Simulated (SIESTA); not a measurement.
MgS: equation of state with LDA

Crystal: MgS.

```
CELL_PARAMETERS angstrom
4.03462 0.00000 0.00000
-2.01731 3.49409 0.00000
0.00000 0.00000 6.43229
ATOMIC_POSITIONS crystal
S 0.66667 0.33333 0.87924
S 0.33333 0.66667 0.37924
Mg 0.33333 0.66667 0.99575
Mg 0.66667 0.33333 0.49575
```

The cell comes from a database or a generator and needn't be the stable form of this composition.

```yaml
Program: SIESTA 5.4.2
Task: equation of state
Functional: LDA
Potentials_or_basis: PseudoDojo 0.4 standard (LDA files)
Basis: DZP (energy shift 0.003 Ry; two zetas on semicore shells)
Grid_cutoff: 800 Ry
Energy_shift: 0.003 Ry
k_mesh: 8 × 8 × 4
Occupations: fermi-dirac, width 0.05 eV
Spin: no spin polarisation
```

```json
{
 "Equilibrium volume": "22.58 Å³/atom",
 "Bulk modulus at fixed shape and positions": "59 GPa",
 "Pressure derivative of the bulk modulus": "4.0"
}
```

Energy against volume, from the lowest point:
```csv
volume (Å³/atom),energy (meV/atom)
21.309,14.43
21.763,5.72
22.216,1.03
22.670,0.00
23.123,2.26
23.576,7.52
24.030,15.47
```

All runs of the series together: 3.8 min on 1 thread of Arm Neoverse V1, with other jobs on the host.

Caveat: the cell was scaled at fixed shape and fractional positions, which overstates the stiffness of a crystal with free parameters, most of all of layers and chains; the basis of atomic orbitals isn't converged, which shifts pressures, moduli and gaps.
